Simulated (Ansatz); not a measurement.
# What a trial cell of Hg relaxes into

Computed with DFT r2SCAN, scalar-relativistic, plane waves, PAW (Ansatz 0.2.0). Cutoff 500 eV, Γ-centred k mesh, Gaussian smearing, no spin polarisation in the final step.

The start puts Hg on the simple hexagonal structure type (P6/mmm, No. 191), at a guessed volume.

```
Hg
1.0
     3.41517    0.00000    0.00000
    -1.70759    2.95763    0.00000
     0.00000    0.00000    3.19105
Hg
1
Cartesian
  0.0000 0.0000 0.0000
```

Cell and atoms relax at zero pressure; the relaxation can't lower the symmetry of the start.

Question: Describe the relaxed structure.

Answer: It keeps P6/mmm (No. 191). The result has the simple hexagonal structure. Conventional cell: a = 3.197 Å, c = 2.972 Å. Around Hg lie 2 Hg at 2.97 Å and 6 Hg at 3.20 Å.

```cif
data_structure
_symmetry_space_group_name_H-M 'P6/mmm'
_symmetry_Int_Tables_number 191
_cell_length_a 3.1975
_cell_length_b 3.1975
_cell_length_c 2.9723
_cell_angle_alpha 90.000
_cell_angle_beta 90.000
_cell_angle_gamma 120.000
_cell_volume 26.32
loop_
_atom_site_label
_atom_site_type_symbol
_atom_site_symmetry_multiplicity
_atom_site_Wyckoff_symbol
_atom_site_fract_x
_atom_site_fract_y
_atom_site_fract_z
_atom_site_occupancy
Hg1 Hg 1 a 0.00000 0.00000 0.00000 1
```

Question: What are its volume, density and gap?

Answer: The volume per atom is 26.32 Å³. The density is 12.66 g/cm³ and the gap on the 21×21×18 mesh is 0 eV (a metal).

The final run used a 21×21×18 mesh on its 1-atom cell and 0.10 eV smearing. Spin–orbit coupling is left out. Symmetry constrained the relaxation, so the result can be a saddle point.